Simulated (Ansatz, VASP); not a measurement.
## MgO in VASP and in Ansatz

```
CELL_PARAMETERS angstrom
0.00000 2.10218 2.10218
2.10218 0.00000 2.10218
2.10218 2.10218 0.00000
ATOMIC_POSITIONS crystal
Mg 0.00000 0.00000 0.00000
O 0.50000 0.50000 0.50000
```

Alike in both runs: functional r2SCAN; k mesh 10 × 10 × 10; occupations gaussian, width 0.02 eV; no spin polarisation.

Ansatz relaxed the structure, and its values are those at the end. VASP's run is a single point on that final structure, the one shown.

|  | VASP | Ansatz |
| --- | --- | --- |
| version | VASP 6.6.1 | Ansatz 0.2.0 |
| potentials or method | VASP PAW PBE potentials, release 64 (Mg, O) | scalar-relativistic, plane waves, PAW |
| plane-wave cutoff (eV) | 520 | 500 |
| valence electrons in the cell | 8 | 16 |

|  | VASP | Ansatz | Ansatz less VASP |
| --- | --- | --- | --- |
| gap on the k mesh at the Fermi level (eV) | 5.66 | 5.68 | +0.025 |
| pressure (GPa) | -1.1 | 0.0 | +1.15 |

The two sets of potentials don't hold the same shells in valence.

Caveats: the PAW data sets were made with another functional, which shifts forces and pressure a little (VASP). r2SCAN opens gaps a little over a GGA but as a rule still falls short of measured ones.
